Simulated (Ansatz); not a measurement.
Crystal: TiTe2.

```xyz
3
Lattice="3.7770 0.0000 0.0000 -1.8885 3.2710 0.0000 0.0000 0.0000 6.4980" Properties=species:S:1:pos:R:3 pbc="T T T"
Te    0.0000    2.1807    4.7903
Te    1.8885    1.0903    1.7077
Ti    0.0000    0.0000    0.0000
```

Base run:

- Program: Ansatz 0.2.0
- Functional: PBEsol
- Potentials or basis: Ansatz PAW
- Cutoff: 420 eV
- Density cutoff: 1680 eV
- k mesh: 8 × 8 × 4
- Occupations: fermi-dirac, width 0.05 eV
- Spin: no spin polarisation
- Hubbard terms: Ti d U = 8 eV

Its results: band gap on the k mesh none (metal or under the smearing width); pressure 6.6 GPa; largest force 0.310 eV/Å.

Q: After a change of settings the same cell gave: band gap on the k mesh none (metal or under the smearing width); pressure -0.8 GPa; largest force 0.102 eV/Å. Which change was it?
A. hubbard terms from Ti d U = 8 eV to Ti d U = 2 eV
B. functional from PBEsol to PBE; cutoff from 420 eV to 500 eV; density cutoff from 1680 eV to 2000 eV; hubbard terms from Ti d U = 8 eV to none; hubbard projectors from ortho-atomic (the default) to none
C. functional from PBEsol to LDA; hubbard terms from Ti d U = 8 eV to none; hubbard projectors from ortho-atomic (the default) to none
D. hubbard terms from Ti d U = 8 eV to Ti d U = 3 eV

A: A.

Caveats: this functional lacks dispersion, which binds the layers, so the pressure and a relaxed spacing across them are unreliable; U without spin polarisation on a metal has little footing; the PAW data sets come from PBE, with cores solved anew for the run's functional, which leaves a small shift of forces and pressure; the U is typed as a test and isn't derived for this compound; the density of states is complete only up to the lowest level of the last band computed.

Not every run made on this cell is shown here.
